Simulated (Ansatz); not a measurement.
# SrO: the cost of one run

Computed with Ansatz 0.2.0 (DFT PBE, scalar-relativistic, plane waves, PAW, unless a step's input says otherwise).

The COD entry's cell or inner coordinates are ideal or old and differ from later refinements, so a difference from it is no clean test against experiment.

2 further runs of the same task are left out: 1 that didn't finish, 1 set aside as unsound or not needed.

## Step 1: The structure to begin with

It takes space group Fm-3m (No. 225, cubic). Conventional cell: a = 5.195 Å, b = 5.195 Å, c = 5.195 Å, α = 90.00°, β = 90.00°, γ = 90.00°. Around Sr (site symmetry m-3m) lie 6 O at 2.60 Å. O (site symmetry m-3m) has 6 Sr at 2.60 Å as nearest neighbours.

Structure file:

```
CELL_PARAMETERS angstrom
0.00000 2.59737 2.59737
2.59737 0.00000 2.59737
2.59737 2.59737 0.00000
ATOMIC_POSITIONS crystal
Sr 0.50000 0.50000 0.50000
O 0.00000 0.00000 0.00000
```

This cell was relaxed beforehand with the same method: volume 17.52 Å³/atom, gap on the mesh 3.33 eV.

## Step 2: Next: the zigzag chain

A free-standing chain of the crystal's atoms, periodic along c. Atoms and period relax; energies count from the bulk, -2057.3144 eV an atom.

The cell holds 1 Sr, 1 O: a = 10.100 Å, b = 9.300 Å, c = 4.208 Å, α = 90.00°, β = 90.00°, γ = 90.00°.

## Step 3: The relaxation run

Pressure and volume refer to the whole cell with its vacuum; only the period along c may change.

File input.yaml:

```yaml
crystal:
  lattice:
    - [10.1, 0.0, 0.0]
    - [0.0, 9.3, 0.0]
    - [0.0, 0.0, 4.2077443428]
  atoms:
    - { symbol: Sr, position: [0.4479239562, 0.5, 0.0], spin: 0.5 }
    - { symbol: O, position: [0.5520760438, 0.5, 0.5], spin: 0.5 }
basis:
  ecutwfc: 420
kpoints:
  mp_grid: { grid: [1, 1, 15] }
hamiltonian:
  xc: pbe
scf:
  occupations: { method: gaussian, width: 0.05 }
output:
  forces: true
  stress: true
  eigenvalues: true
  populations: true
  write_density: true
  write_potential: true
  elf: true
  volumetric_format: npy
magnetization:
  spin_polarized: true
relax:
  adjacent_minimum: "off"
  f_tol: 0.01
  max_steps: 45
  cell: { fix: [a, b, alpha, beta, gamma], stress_tol: 0.03 }
```

On the command line:

```console
$ ansatz run input.yaml --threads 2 --pin off --max-ram 5120MiB --backend cpu --events-out ev --progress --plain --runs-dir out
```

Q: Estimate wall time and peak memory on 2 threads of Intel Xeon 6975P-C (Granite Rapids), shared host.

About 25 s, with a peak of 0.61 GiB.
